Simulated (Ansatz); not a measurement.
# 64-atom supercell of chalcopyrite ZnSnP2

Wanted: energy, pressure and frontier levels of the defect-free cell (PBEsol, HSE06 and r²SCAN).

Program: Ansatz 0.2.0, PAW, plane waves. These are calculated values, not measurements.

**1. The system as built**

64 atoms (16 Zn, 16 Sn, 32 P); a = 11.244 Å, b = 11.244 Å, c = 11.281 Å, α = 90.00°, β = 90.00°, γ = 90.00°.

The runs, in order: (2) PBEsol single point at the Γ point alone, on 1 × data-centre GPU with 8 threads; (3) HSE06 single point at the Γ point alone, on 1 × data-centre GPU with 8 threads; (4) r²SCAN single point at the Γ point alone, on 1 × data-centre GPU with 8 threads.

**2. PBEsol on the given atoms**

Input file in.yaml:

```yaml
crystal:
  lattice:
    - [11.243826, -0.000237, -0.000050]
    - [-0.000237, 11.243826, -0.000050]
    - [-0.000050, -0.000050, 11.280960]
  atoms:
    - { symbol: Zn, position: [0.000000, 0.000000, 0.000000] }
    - { symbol: Zn, position: [0.000000, 0.500000, 0.000000] }
    - { symbol: Zn, position: [0.500000, 0.000000, 0.000000] }
    - { symbol: Zn, position: [0.500000, 0.500000, 0.000000] }
    - { symbol: Zn, position: [0.000000, 0.250001, 0.249997] }
    - { symbol: Zn, position: [0.000000, 0.750001, 0.249997] }
    - { symbol: Zn, position: [0.500000, 0.250001, 0.249997] }
    - { symbol: Zn, position: [0.500000, 0.750001, 0.249997] }
    - { symbol: Zn, position: [0.250001, 0.000000, 0.749997] }
    - { symbol: Zn, position: [0.250001, 0.500000, 0.749997] }
    - { symbol: Zn, position: [0.750001, 0.000000, 0.749997] }
    - { symbol: Zn, position: [0.750001, 0.500000, 0.749997] }
    - { symbol: Zn, position: [0.250001, 0.250001, 0.499997] }
    - { symbol: Zn, position: [0.250001, 0.750001, 0.499997] }
    - { symbol: Zn, position: [0.750001, 0.250001, 0.499997] }
    - { symbol: Zn, position: [0.750001, 0.750001, 0.499997] }
    - { symbol: Sn, position: [0.000000, 0.000000, 0.499997] }
    - { symbol: Sn, position: [0.000000, 0.500000, 0.499997] }
    - { symbol: Sn, position: [0.500000, 0.000000, 0.499997] }
    - { symbol: Sn, position: [0.500000, 0.500000, 0.499997] }
    - { symbol: Sn, position: [0.250000, 0.000000, 0.249997] }
    - { symbol: Sn, position: [0.250000, 0.500000, 0.249997] }
    - { symbol: Sn, position: [0.750000, 0.000000, 0.249997] }
    - { symbol: Sn, position: [0.750000, 0.500000, 0.249997] }
    - { symbol: Sn, position: [0.250000, 0.250000, 0.000000] }
    - { symbol: Sn, position: [0.250000, 0.750000, 0.000000] }
    - { symbol: Sn, position: [0.750000, 0.250000, 0.000000] }
    - { symbol: Sn, position: [0.750000, 0.750000, 0.000000] }
    - { symbol: Sn, position: [0.000000, 0.250000, 0.749997] }
    - { symbol: Sn, position: [0.000000, 0.750000, 0.749997] }
    - { symbol: Sn, position: [0.500000, 0.250000, 0.749997] }
    - { symbol: Sn, position: [0.500000, 0.750000, 0.749997] }
    - { symbol: P, position: [0.112768, 0.124999, 0.125003] }
    - { symbol: P, position: [0.112768, 0.625000, 0.125003] }
    - { symbol: P, position: [0.612768, 0.124999, 0.125003] }
    - { symbol: P, position: [0.612768, 0.625000, 0.125003] }
    - { symbol: P, position: [0.137231, 0.125000, 0.625002] }
    - { symbol: P, position: [0.137231, 0.625000, 0.625002] }
    - { symbol: P, position: [0.637231, 0.125000, 0.625002] }
    - { symbol: P, position: [0.637231, 0.625000, 0.625002] }
    - { symbol: P, position: [0.387231, 0.375000, 0.125002] }
    - { symbol: P, position: [0.387231, 0.875000, 0.125002] }
    - { symbol: P, position: [0.887231, 0.375000, 0.125002] }
    - { symbol: P, position: [0.887231, 0.875000, 0.125002] }
    - { symbol: P, position: [0.375000, 0.137231, 0.375002] }
    - { symbol: P, position: [0.375000, 0.637231, 0.375002] }
    - { symbol: P, position: [0.875000, 0.137231, 0.375002] }
    - { symbol: P, position: [0.875000, 0.637231, 0.375002] }
    - { symbol: P, position: [0.124999, 0.362768, 0.375003] }
    - { symbol: P, position: [0.124999, 0.862768, 0.375003] }
    - { symbol: P, position: [0.625000, 0.362768, 0.375003] }
    - { symbol: P, position: [0.625000, 0.862768, 0.375003] }
    - { symbol: P, position: [0.374999, 0.112768, 0.875003] }
    - { symbol: P, position: [0.374999, 0.612768, 0.875003] }
    - { symbol: P, position: [0.874999, 0.112768, 0.875003] }
    - { symbol: P, position: [0.874999, 0.612768, 0.875003] }
    - { symbol: P, position: [0.362768, 0.374999, 0.625003] }
    - { symbol: P, position: [0.362768, 0.874999, 0.625003] }
    - { symbol: P, position: [0.862768, 0.374999, 0.625003] }
    - { symbol: P, position: [0.862768, 0.874999, 0.625003] }
    - { symbol: P, position: [0.125000, 0.387231, 0.875002] }
    - { symbol: P, position: [0.125000, 0.887231, 0.875002] }
    - { symbol: P, position: [0.625000, 0.387231, 0.875002] }
    - { symbol: P, position: [0.625000, 0.887231, 0.875002] }
kpoints:
  mp_grid: { grid: [1, 1, 1] }
hamiltonian:
  xc: pbesol
scf:
  occupations: { method: fermi_dirac, width: 0.01 }
output:
  forces: true
  eigenvalues: true
  stress: true
  populations: true
  eigenstates: { kpoints: [[0, 0, 0]], e_range: [-6.0, 6.0], localisation: true }
```

**3. HSE06 on the same atoms**

in.yaml, as its differences from that of step 2:

```diff
@@ -73,3 +73,3 @@
 hamiltonian:
-  xc: pbesol
+  xc: hse06
 scf:
@@ -79,3 +79,2 @@
   eigenvalues: true
-  stress: true
   populations: true
```

**4. Single point with r²SCAN**

in.yaml, as its differences from that of step 3:

```diff
@@ -73,3 +73,3 @@
 hamiltonian:
-  xc: hse06
+  xc: r2scan
 scf:
```

Before running it: what results should come out? Wanted: for each run, top filled to lowest empty; energy; pressure.

The runs gave:

```
 level         time  top filled to lowest empty (eV)  energy (eV/atom)  pressure (GPa)
PBEsol  5.4 s (GPU)                             0.78        -2677.7916            0.43
 HSE06   46 s (GPU)                             1.77        -2715.0804               -
r²SCAN  7.5 s (GPU)                             1.28        -2720.8621               -
```

At the same k points, PBEsol gives a spacing 1.00 eV smaller and r²SCAN gives a spacing 0.49 eV smaller than the 1.77 eV of HSE06. The HSE06 single point took about 8.6 times as long as the PBEsol one on the same kind of device. No spin–orbit coupling is included; with elements this heavy it would shift the edges. With one k point the spacing samples only the states that fold onto it, so it can exceed the gap over the zone.
